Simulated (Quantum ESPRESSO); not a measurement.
CoO in Quantum ESPRESSO: the effect of Hubbard term

Crystal: CoO.

```
Co O
1.0
     2.85630    0.00000    0.00000
    -1.42815    2.47363    0.00000
     0.00000    0.00000    2.78761
Co O
1 1
Direct
  0.00000 0.00000 0.00000
  0.66667 0.33333 0.50000
```

Measurements of this composition are mostly on another form, of space group No. 225.

Alike in all runs:

- Program: Quantum ESPRESSO 7.5
- Task: single point
- Functional: LDA
- Potentials or basis: SSSP 1.3 efficiency PBE
- Cutoff: 748 eV
- Density cutoff: 5987 eV
- k mesh: 11 × 11 × 10
- Occupations: fermi-dirac, width 0.05 eV
- Spin: collinear spin, ferromagnetic start
- Starting moments: [2.0, 0.0] μB
- Hubbard projectors: ortho-atomic
- Form of the LDA correlation: PZ81
- Mixing beta: 0.3
- Most SCF iterations: 120
- SCF threshold: 4e-10 Ry

| Hubbard term | pressure (GPa) |
| --- | --- |
| none | -24.9 |
| Co d U = 1 eV | -24.0 |
| Co d U = 2 eV | -20.5 |
| Co d U = 3 eV | -18.7 |
| Co d U = 4 eV | ? |
| Co d U = 5 eV | -16.0 |
| Co d U = 6 eV | -14.6 |
| Co d U = 8 eV | -11.9 |

**Question.** What does the run with Hubbard term Co d U = 4 eV give?

**Answer.** Pressure -17.3 GPa.

Worked out: A parabola through the other rows of the pressure, of slope 1.65 GPa per eV there, gives -17.4 GPa, against the run's -17.3.

Caveats: the potentials were made for another functional, which shifts forces and pressure; a cell with one magnetic atom can't hold antiferromagnetic order, which such compounds often take.
